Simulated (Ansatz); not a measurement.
**Dielectric response of BaHfO3 (001), HfO2 faces films**

Wanted: ε of perovskite BaHfO3 (001), HfO2 faces by finite fields on slabs, and the band edges against the vacuum where run.

Main program and level: Ansatz 0.2.0; plane-wave DFT, PBEsol, Ansatz PAW.

**1. Starting point**

The cell holds 13 atoms: 3 Hf, 8 O and 2 Ba. Its edges and angles: a = 4.170 Å, b = 4.170 Å, c = 26.340 Å, α = 90.0°, β = 90.0°, γ = 90.0°. It derives from BaHfO3 (perovskite BaHfO3). Vacuum lies along c.

**2. Relaxation, 13 atoms, units 2**

The structure is relaxed first, because levels and dipoles at a surface follow the positions of the outer atoms.

The input, input.yaml:

```yaml
crystal:
  lattice:
    - [4.17, 0.0, 0.0]
    - [0.0, 4.17, 0.0]
    - [0.0, 0.0, 26.34]
  atoms:
    - { symbol: Hf, position: [0.5, 0.5, 0.3416856492] }
    - { symbol: O, position: [0.0, 0.5, 0.3416856492] }
    - { symbol: O, position: [0.5, 0.0, 0.3416856492] }
    - { symbol: Ba, position: [0.0, 0.0, 0.4208428246] }
    - { symbol: O, position: [0.5, 0.5, 0.4208428246] }
    - { symbol: Hf, position: [0.5, 0.5, 0.5] }
    - { symbol: O, position: [0.0, 0.5, 0.5] }
    - { symbol: O, position: [0.5, 0.0, 0.5] }
    - { symbol: Ba, position: [0.0, 0.0, 0.5791571754] }
    - { symbol: O, position: [0.5, 0.5, 0.5791571754] }
    - { symbol: Hf, position: [0.5, 0.5, 0.6583143508] }
    - { symbol: O, position: [0.0, 0.5, 0.6583143508] }
    - { symbol: O, position: [0.5, 0.0, 0.6583143508] }
kpoints:
  mp_grid: { grid: [6, 6, 1] }
hamiltonian:
  xc: pbesol
scf:
  occupations: { method: fixed }
  convergence: { dr2_threshold: 1.0e-09 }
efield:
  axis: 3
  dipole_correction: true
  ramp_position: 0.97
  ramp_width: 0.06
relax:
  f_tol: 0.003
  max_steps: 100
output:
  write_potential: true
  write_density: true
  volumetric_format: npy
```

Launch:

```console
> ansatz run input.yaml --threads 4 --pin off --max-ram 16384MiB --backend cpu --events-out ev --progress --plain --runs-dir out
```

Planned after this: the relaxed film, single point, 13 atoms, units 2; single point, 13 atoms, units 2, field 0.05 V/Å; atoms held, 13 atoms, units 2, field -0.05 V/Å; response with the atoms held, 13 atoms, units 2; field on, atoms free, 13 atoms, field 0.03 V/Å; relaxing in the field, 13 atoms, field -0.03 V/Å; response with the atoms relaxed, 13 atoms, units 2; relaxation, 18 atoms, units 3; the relaxed film, single point, 18 atoms, units 3; single point, 18 atoms, units 3, field 0.05 V/Å; atoms held, 18 atoms, units 3, field -0.05 V/Å; response with the atoms held, 18 atoms, units 3; relaxation, 23 atoms, units 4; single point on the relaxed film, 23 atoms, units 4; single point, 23 atoms, units 4, field 0.05 V/Å; single point, 23 atoms, units 4, field -0.05 V/Å; response with the atoms held, 23 atoms, units 4; field on, atoms free, 23 atoms, units 4, field 0.03 V/Å; relaxing in the field, 23 atoms, units 4, field -0.03 V/Å; response with the atoms relaxed, 23 atoms, units 4; relaxing the film, 28 atoms, units 5; single point on the relaxed film, 28 atoms, units 5; single point, 28 atoms, units 5, field 0.05 V/Å; single point, 28 atoms, units 5, field -0.05 V/Å; response with the atoms held, 28 atoms, units 5; field on, atoms free, 28 atoms, units 5, field 0.03 V/Å; relaxing in the field, 28 atoms, units 5, field -0.03 V/Å; response with the atoms relaxed, 28 atoms, units 5; relaxation, 33 atoms, units 6; side by side; the relaxed film, single point, 33 atoms, units 6; single point, 33 atoms, units 6, field 0.05 V/Å; single point, 33 atoms, units 6, field -0.05 V/Å; response with the atoms held, 33 atoms, units 6; electronic ε from the series; static ε from the series; varying the input; the same run with other settings.

Before running: what should come out for the electronic ε from the thickness series; and local electronic ε, middle of 6 units?

The films give an electronic ε of 4.77 and a static ε of 37.7. The slope of the series and the field inside the thickest film give 4.77 and 4.76, in agreement. Ions raise ε from 4.77 to 37.7. A static value this large rests on a slope near 1, so small errors in the relaxed forces change it much, and it depends strongly on the in-plane lattice constant.

| Property | Result |
| --- | --- |
| electronic ε from the thickness series | 4.77 |
| static ε from the thickness series | 37.7 |
| local electronic ε, middle of 6 units | 4.76 |

The in-plane lattice constants are held at typed bulk values. Semilocal functionals tend to overestimate the electronic ε a little.

[Logs are printed without paths, hosts, clocks, repeated set-up lines and the standing remarks that a program may print on its own settings, such as how far it seeks lower states.]

[Hosts, paths, dates, database ids (printed as entryN), source tags and the programs' standing remarks are cut or masked in the printed files.]

[Maps of the electrostatic potential energy from Ansatz leave out the sawtooth potential of an applied field or a dipole correction, so their vacuum need not be flat; planar profiles and work functions include it.]
